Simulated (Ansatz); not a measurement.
# Does relaxation matter for the field gradients of Si₃N₄?

Start: a structure deposited in the COD.

```cif
data_Si3N4
_symmetry_space_group_name_H-M 'P6_3'
_symmetry_Int_Tables_number 173
_cell_length_a 7.5950
_cell_length_b 7.5950
_cell_length_c 2.9023
_cell_angle_alpha 90.000
_cell_angle_beta 90.000
_cell_angle_gamma 120.000
loop_
_atom_site_label
_atom_site_type_symbol
_atom_site_symmetry_multiplicity
_atom_site_Wyckoff_symbol
_atom_site_fract_x
_atom_site_fract_y
_atom_site_fract_z
Si Si 6 c 0.7687 0.1744 0.2500
N7 N 6 c 0.0297 0.3295 0.2650
N13 N 2 b 0.3333 0.6667 0.2344
```

One atom of each set is listed.

Method: Kohn–Sham DFT in Ansatz, PBE, plane waves and PAW, scalar-relativistic, 420 eV cutoff, Γ-centred 4×4×10 k-points, Fermi–Dirac smearing 0.02 eV.

The largest force at the start is 2.5 eV/Å. Relaxing the ions at fixed cell moves them by 1.187 Å at most (atom 13, N) and 0.485 Å rms. End positions:

Si (0.7673, 0.1736, 0.2500)
N7 (0.0294, 0.3297, 0.2500)
N13 (0.3333, 0.6667, 0.7499)

| site | moved (Å) | first shell before | first shell after | V_zz before (10²¹ V/m²) | η before |
| --- | --- | --- | --- | --- | --- |
| Si | 0.220 | 3 N at 1.70–1.77 Å | 4 N at 1.73 Å | 5.83 | 0.42 |
| N7 | 0.176 | 3 Si at 1.70–1.77 Å | 3 Si at 1.73 Å | -4.72 | 0.33 |
| N13 | 1.187 | 6 Si at 2.23–2.29 Å | 3 Si at 1.73 Å | 4.81 | 0.00 |

Question: How do the gradients change?

Answer: 

```tsv
site	V_zz after	η after	change of V_zz
Si	0.99	0.42	–
N7	-4.90	0.07	-0.18
N13	-4.83	0.00	-9.64
```

The largest change of V_zz along a kept axis is on N13, from 4.81 to -4.83. In per cent, |V_zz| changes by +4 on N (all sites that start above 0.5, bar those whose gradient vanishes or changes sign or whose main axis turns by over 40°). Where |V_zz| stays above 0.1 and the axes keep their order, η moves most on N7, from 0.33 to 0.07. V_zz changes sign on N13 (same axis). On Si the largest principal value lies along another axis in the second run, so the two V_zz can't be compared directly.

Before: At this cell the PBE pressure is -2.2 GPa (principal stresses up to 30 GPa in size), so it isn't the equilibrium cell of PBE. The entry's cell may itself be off.
After: At this cell the PBE pressure is 6 GPa, so with PBE the cell would grow if it were relaxed.
